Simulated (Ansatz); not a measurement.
## Sn under changes of volume

One of the cells (28.673 Å³/atom); the others are scaled copies at fixed shape and fractional positions:

```
CELL_PARAMETERS angstrom
-1.72654 1.77555 2.33834
1.72654 -1.77555 2.33834
1.72654 1.77555 -2.33834
ATOMIC_POSITIONS crystal
Sn 0.00000 0.00000 0.00000
```

This isn't the form of Sn at room conditions, which is tetragonal (white tin).

| Property | Result |
| --- | --- |
| Program | Ansatz 0.2.0 |
| Functional | HSE06 |
| Potentials or basis | Ansatz PAW |
| Cutoff | 420 eV (not typed: the program's choice for these potentials) |
| k mesh | 6 × 6 × 6 |
| Occupations | fermi-dirac, width 0.05 eV |
| Spin | no spin polarisation |

```tsv
volume (Å³/atom)	energy over the lowest point (meV/atom)	pressure (GPa)
26.953	3.00	1.5
27.526	0.00	0.4
28.100	0.47	-0.5
28.673	3.98	-1.4
29.247	?	?
29.820	19.10	-2.9
30.394	30.36	-3.5
```

Q: What does the run at 29.247 Å³/atom give?

A: Energy over the lowest point 10.24 meV/atom; pressure -2.2 GPa.

Worked out: A Birch-Murnaghan fit of order 3 (a polynomial in V^(-2/3)) to the other rows has its minimum at 27.74 Å³/atom with B0 = V·E''(V) = 44 GPa and B' = 3.5 at fixed shape and positions, which overstates the stiffness. It gives 10.27 meV/atom at 29.247 Å³/atom, against the run's 10.24, and -dE/dV = -2.1 GPa, against -2.2.

Energies are extrapolated to zero smearing.

Caveats: all runs use coarse meshes; the PAW data sets come from PBE, with cores solved anew for the run's functional, which leaves a small shift of forces and pressure; the thresholds are loose for stress.
